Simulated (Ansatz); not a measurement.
Stackings of close-packed layers of V (one atom a layer), each relaxed to a stress under 0.05 GPa; h and k mark layers whose two neighbours have the same or different letters; energies count from the stacking AB (P6_3/mmc).

Theory: Ansatz, DFT PBE, scalar-relativistic, plane waves, PAW.

Cutoff 420 eV, Gaussian smearing of 0.10 eV, energies at zero smearing, symmetry of each start kept, no spin polarisation.

| start | atoms | k mesh | excess energy (meV/atom) | spacing of like layers (Å) | a (Å) |
| --- | --- | --- | --- | --- | --- |
| ABC (kkk) | 3 | 18×18×7 | -10.7 | 2.275 | 2.655 |
| ABAC (khkh) | 4 | 18×18×5 | -16.9 | 2.300 | 2.637 |
| ABCACB (hkkhkk) | 6 | 18×18×4 | -12.3 | 2.324 | 2.624 |
| ABABCBCAC (khhkhhkhh) | 9 | 18×18×3 | -9.7 | 2.335 | 2.617 |
| ABCBCAC (kkhhkhh) | 7 | 18×18×3 | -8.9 | 2.335 | 2.617 |
| ABCABABCB (hkkkhhkhk) | 9 | 18×18×3 | -11.8 | 2.319 | 2.626 |

Zero in every row: gap on the mesh (eV).

Small energy differences in metals hang on the k mesh (about 10 mJ/m² or 1 to 2 meV/atom on the mesh of the relaxation).

The reference crystal is a form of V, which isn't its usual structure.